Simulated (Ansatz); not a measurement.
# TiPbO$_{3}$ under pressure

All numbers below come from DFT PBEsol, scalar-relativistic, plane waves, PAW in Ansatz. (420 eV cutoff, 8×8×8 k-mesh, Gaussian smearing of 0.02 eV, no spin polarisation)

Reference structure (relaxed):

```
Ti Pb O
1.0
     3.91933    0.00000    0.00000
     0.00000    3.91933    0.00000
     0.00000    0.00000    3.91933
Ti Pb O
1 1 3
Direct
  0.50000 0.50000 0.50000
  0.00000 0.00000 0.00000
  0.50000 0.00000 0.50000
  0.50000 0.50000 0.00000
  0.00000 0.50000 0.50000
```

Cell and atoms are relaxed at each pressure within the symmetry of the start, at zero temperature, so transitions that lower the symmetry aren't seen. The k-mesh given is that at zero pressure and may differ at others. a, b and c are the lengths of the cell vectors above. Gaps are Kohn–Sham gaps over the whole zone.

Spin-orbit coupling is left out, which matters for the bands and energies of heavy elements.

| P (GPa) | V (Å³/atom) | V/V0 | a (Å) | b (Å) | c (Å) |
| --- | --- | --- | --- | --- | --- |
| -1 | 12.11 | 1.005 | 3.926 | 3.926 | 3.926 |
| 0 | 12.04 | 1.000 | 3.919 | 3.919 | 3.919 |
| 1 | 11.98 | 0.995 | 3.912 | 3.912 | 3.912 |
| 4 | 11.80 | 0.980 | 3.893 | 3.893 | 3.893 |
| 12 | 11.39 | 0.946 | 3.847 | 3.847 | 3.847 |
| 25 | 10.85 | 0.901 | 3.785 | 3.785 | 3.785 |
| 50 | 10.08 | 0.837 | 3.694 | 3.694 | 3.694 |
| 90 | 9.25 | 0.768 | 3.589 | 3.589 | 3.589 |

Task: What bulk modulus and pressure derivative fit these points?

Result: A third-order Birch–Murnaghan fit gives B0 = 192 GPa and B0' = 4.3.

Task: What does pressure do to the gap?

Result: The gaps are 1.58 eV at -1 GPa, 1.57 eV at 0 GPa, 1.56 eV at 1 GPa, 1.54 eV at 4 GPa, 1.47 eV at 12 GPa, 1.36 eV at 25 GPa, 1.14 eV at 50 GPa, 0.79 eV at 90 GPa.

Symmetry holds off the tilts and polar distortions that many cubic perovskites undergo.

Cost: 8 runs of about 1.5 core-minutes in all, on Arm Neoverse V2 (shared hosts).